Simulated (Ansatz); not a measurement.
# NaCl (I-4m2) at 2 levels of theory

One geometry, relaxed with PBE; plane waves with PAW potentials in Ansatz, scalar-relativistic. No spin polarisation. Gaps are the least over mesh and band path; pressure is positive in compression, and isn't given for hybrids.

```cif
data_structure
_symmetry_space_group_name_H-M 'I-4m2'
_symmetry_Int_Tables_number 119
_cell_length_a 4.4387
_cell_length_b 4.4387
_cell_length_c 6.2087
_cell_angle_alpha 90.000
_cell_angle_beta 90.000
_cell_angle_gamma 90.000
_cell_volume 122.32
loop_
_atom_site_label
_atom_site_type_symbol
_atom_site_symmetry_multiplicity
_atom_site_Wyckoff_symbol
_atom_site_fract_x
_atom_site_fract_y
_atom_site_fract_z
_atom_site_occupancy
Na1 Na 2 a 0.00000 0.00000 0.00000 1
Cl1 Cl 2 d 0.50000 0.00000 0.25000 1
```

```tsv
level	cutoff (eV)	k mesh	gap (eV)	pressure (GPa)
PBE	420	8×8×8	4.84	0.0
```

Q: What comes out on the same cell with HSE06?

A:
| level | cutoff (eV) | k mesh | gap (eV) | pressure (GPa) |
| --- | --- | --- | --- | --- |
| HSE06 | 420 | 6×6×6 | 6.14 | - |

The cell was found from a structure generator's guess, not taken from experiment.
